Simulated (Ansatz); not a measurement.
Here is an Ansatz 0.2.0 calculation.

input.yaml

```yaml
crystal:
  lattice:
    - [4.05, 0.0, 0.0]
    - [-2.025, 3.5074028853, 0.0]
    - [0.0, 0.0, 16.93]
  atoms:
    - { symbol: In, position: [0.6666666667, 0.3333333333, 0.843] }
    - { symbol: In, position: [0.3333333333, 0.6666666667, 0.343] }
    - { symbol: In, position: [0.6666666667, 0.3333333333, 0.657] }
    - { symbol: In, position: [0.3333333333, 0.6666666667, 0.157] }
    - { symbol: Se, position: [0.6666666667, 0.3333333333, 0.398] }
    - { symbol: Se, position: [0.3333333333, 0.6666666667, 0.898] }
    - { symbol: Se, position: [0.6666666667, 0.3333333333, 0.102] }
    - { symbol: Se, position: [0.3333333333, 0.6666666667, 0.602] }
hamiltonian:
  xc: lda
  pseudopotentials: { kind: paw }
kpoints:
  mp_grid: { grid: [8, 8, 2] }
scf:
  occupations: { method: fermi_dirac, width: 0.05 }
output:
  forces: true
  stress: true
  eigenvalues: true
relax:
  f_tol: 0.01
  max_steps: 40
  cell: { stress_tol: 0.05 }
```

Potentials or basis: Ansatz PAW.

Launch:

```sh
$ ansatz run input.yaml --threads 4 --pin off --max-ram 11264MiB --backend cpu --events-out ev --progress --plain --runs-dir out
```

Task: Predict the space group after relaxing (to 0.05 Å).

Result: P6_3/mmc (No. 194).

Task: Predict the relaxed volume.

Result: 28.04 Å³/atom.

Final structure:
```cif
data_structure
_symmetry_space_group_name_H-M 'P 1'
_symmetry_Int_Tables_number 1
_cell_length_a 3.9672
_cell_length_b 3.9672
_cell_length_c 16.4578
_cell_angle_alpha 90.000
_cell_angle_beta 90.000
_cell_angle_gamma 120.000
_cell_volume 224.32
loop_
_atom_site_label
_atom_site_type_symbol
_atom_site_fract_x
_atom_site_fract_y
_atom_site_fract_z
_atom_site_occupancy
In1 In 0.66667 0.33333 0.83331 1
In2 In 0.33333 0.66667 0.33331 1
In3 In 0.66667 0.33333 0.66669 1
In4 In 0.33333 0.66667 0.16669 1
Se1 Se 0.66667 0.33333 0.41053 1
Se2 Se 0.33333 0.66667 0.91053 1
Se3 Se 0.66667 0.33333 0.08947 1
Se4 Se 0.33333 0.66667 0.58947 1
```

Caveat: spin-orbit coupling is left out, which moves the levels of the heavy elements; the PAW data sets come from PBE, with cores solved anew for the run's functional, which leaves a small shift of forces and pressure. Zero-point motion and thermal expansion aren't in these numbers.
